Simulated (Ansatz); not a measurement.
## Cd: the change of energy less free atoms and pressure with volume per atom

Results calculated with Ansatz 0.2.0, not measured. Periodic Kohn-Sham DFT of a crystal at fixed atoms; pressure and stress are positive in compression; the energy is the free energy less that of spherical unpolarised free atoms; site moments are those in the method's own spheres, positive along +z.

Cell of the first row (space group Fm-3m, No. 225):
```
cell vectors (Å)
   0.0000     2.2040     2.2040
   2.2040     0.0000     2.2040
   2.2040     2.2040     0.0000
atoms (fractions of the cell vectors)
Cd  0.00000  0.00000  0.00000
```

Settings of every row: method all-electron LAPW; functional PBE; relativity scalar; k mesh 14x14x14; filling fermi-dirac; smearing width 0.03 eV; basis error target 1 meV/atom; nucleus gaussian.

Atom start moment: 0 on all atoms.

Limits: the cell comes from a prototype or a list of computed structures and needn't be the stable phase.

| row | volume per atom (Å³) | energy less free atoms (eV/atom) | pressure (GPa) |
| --- | --- | --- | --- |
| 1 | 21.412 | -0.7318 | 3.248 |
| 2 | 22.084 | -0.7416 | 1.479 |
| 3 | 22.767 | ? | ? |
| 4 | 23.45 | -0.742 | -1.186 |
| 5 | 24.133 | -0.7348 | -2.142 |

Question: what energy less free atoms and pressure should row 3 give?

Worked fit of energy less free atoms. Take u = (V_r/V)^(2/3) − 1 with V_r = 22.767 Å³ an atom, which is twice the finite (Eulerian) strain; such expansions in the strain, on which the Birch-Murnaghan equation of state is built, carry the rest volume and the bulk modulus. The shown rows have u = 0.04176, 0.02051, -0.01951, -0.0381. Least squares give energy less free atoms = −0.74466 + 0.0098 × u + 7.1 × u² eV/atom; a straight line predicts inner rows, each left out in turn, worse (root mean square 0.0065 against 0.00035 eV/atom). The rows lie off it by 0.0001, -0.0001, 0.0001, -0.0001. The withheld row has u = 0, so the fit gives −0.74466 + 0.0098 × (0) + 7.1 × (0)² = -0.7447 eV/atom.

The calculation gave -0.7446 eV/atom. The fit lies 0.0001 eV/atom (0.78 % of the column's range) below it, one unit of the last digit.

Worked fit of pressure. Take u = (V_r/V)^(2/3) − 1 with V_r = 22.767 Å³ an atom, which is twice the finite (Eulerian) strain; such expansions in the strain, on which the Birch-Murnaghan equation of state is built, carry the rest volume and the bulk modulus. The shown rows have u = 0.04176, 0.02051, -0.01951, -0.0381. Least squares give pressure = 0.0066 + 66.481 × u + 265.94 × u² GPa; a straight line predicts inner rows, each left out in turn, worse (root mean square 0.24 against 0.0078 GPa). The rows lie off it by 0.001, -0.003, 0.003, -0.002. The pressure vanishes at u = -0.0001, or V = 22.77 Å³ an atom, and there the bulk modulus at fixed shape and fractions is B = −V dP/dV = (2/3)(1 + u) dP/du = 44.3 GPa. The withheld row has u = 0, so the fit gives 0.0066 + 66.481 × (0) + 265.94 × (0)² = 0.007 GPa.

The calculation gave 0.008 GPa. The fit lies 0.001 GPa (12 % of the value, 0.019 % of the column's range) below it, one unit of the last digit.
